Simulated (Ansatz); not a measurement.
Wanted: the native input for an Ansatz 0.2.0 run.

| Item | Value |
| --- | --- |
| Task | relaxation of cell and atoms |
| Functional | PBEsol |
| Potentials or basis | all-electron LAPW, scalar-relativistic |
| Basis error allowed | 0.001 eV/atom |
| k mesh | 12 × 12 × 11 |
| Occupations | fermi-dirac, width 0.05 eV |
| Spin | no spin polarisation |

Si:

```
Si
1.0
     2.62054    0.00000    0.00000
    -1.31027    2.26946    0.00000
     0.00000    0.00000    2.46635
Si
1
Direct
  0.00000 0.00000 0.00000
```

This isn't the form of Si at room conditions, which is diamond.

One way to write it, as run:

input.yaml

```yaml
crystal:
  lattice:
    - [2.6205428149, 0.0, 0.0]
    - [-1.3102714075, 2.2694566494, 0.0]
    - [0.0, 0.0, 2.46635439]
  atoms:
    - { symbol: Si, position: [0.0, 0.0, 0.0] }
kpoints:
  mp_grid: { grid: [12, 12, 11] }
scf:
  occupations: { method: fermi_dirac, width: 0.05 }
hamiltonian:
  xc: pbesol
  pseudopotentials: { kind: all_electron, lapw: { basis_error: 0.001 } }
output:
  forces: true
  stress: true
relax:
  f_tol: 0.01
  max_steps: 60
  cell: {}
```

Potentials or basis: all-electron LAPW, scalar-relativistic.

Command:

```console
$ ansatz run input.yaml --threads 1 --pin off --max-ram 3072MiB --backend cpu --events-out ev --progress --plain --runs-dir out
```

It gave:

```json
{"Relaxed volume": "14.72 Å³/atom", "Relaxed cell": "a = 2.613 Å, b = 2.613 Å, c = 2.490 Å, α = 90.00°, β = 90.00°, γ = 120.00°", "Space group after relaxing (to 0.05 Å)": "P6/mmm (No. 191)", "Energy gained by relaxing": "1.8 meV/atom", "Ionic steps": "4", "Pressure after relaxing": "0.0 GPa"}
```

Run time: 17 s on 1 thread of Intel(R) Xeon(R) Processor @ 2.50GHz (Skylake/Cascade Lake), on a shared host, peak memory 0.25 GiB.
